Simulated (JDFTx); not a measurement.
Wanted: the native input for a JDFTx 1.7.0 (patched build) run.

* Task: single point
* Functional: PBEsol
* Potentials or basis: PseudoDojo-SR-PBEsol-0.4.1-standard with smoothed tails
* Cutoff: 1007 eV
* Density cutoff: 8055 eV
* k mesh: 10 × 10 × 2
* Occupations: fermi-dirac, width 0.05 eV
* Spin: no spin polarisation
* Local potential set to -Z/r beyond: 6 bohr
* Bands: 19
* Density cutoff over wavefunction cutoff: 8
* Max SCF steps: 100
* SCF threshold on the energy: 1e-09 Ha
* Solver of the electrons: scf
* Further solve for the empty bands: yes

The system is WS2, a slab with vacuum.

```
W S
1.0
     3.18352    0.00000    0.00000
    -1.59176    2.75701    0.00000
     0.00000    0.00000   16.95058
W S
1 2
Direct
  0.00000 0.00000 0.00000
  0.33333 0.66667 0.09200
  0.33333 0.66667 0.90800
```

The input as run:

WS2.in

```
lattice \
    6.0159740246    -3.0079870123     0.0000000000 \
    0.0000000000     5.2099863337     0.0000000000 \
    0.0000000000     0.0000000000    32.0319498662
coords-type Lattice
ion W      0.0000000000     0.0000000000     0.0000000000 1
ion S      0.3333333333     0.6666666667     0.0920005100 1
ion S      0.3333333333     0.6666666667     0.9079994900 1

ion-species pseudo/W.upf
ion-species pseudo/S.upf
elec-cutoff 37 296
elec-ex-corr gga-PBEsol
kpoint-folding 10 10 2
elec-smearing Fermi 0.0018374661
elec-n-bands 19
electronic-SCF nIterations 100 energyDiffThreshold 1e-09
electronic-minimize nIterations 30 energyDiffThreshold 1e-7
converge-empty-states yes
forces-output-coords Cartesian

dump-name run.$VAR
dump End Ecomponents EigStats BandEigs Kpoints Forces Stress ElecDensity Dtot KEdensity
```

Potentials or basis: PseudoDojo-SR-PBEsol-0.4.1-standard with smoothed tails.

Run with:

```bash
$ jdftx -c 1 -i WS2.in -o WS2.out
```

It gave:

| Item | Value |
| --- | --- |
| Largest force | 0.123 eV/Å |
| Band gap on the k mesh | 1.98 eV, indirect (least direct gap 2.15 eV) |

Caveat: the empty levels aren't tightly converged; spin-orbit coupling is left out, which moves the levels of the heavy elements.

Run time: 6.5 min on 1 thread of Intel(R) Xeon(R) Platinum 8488C (Sapphire Rapids), with other jobs on the host, peak memory 0.52 GiB.
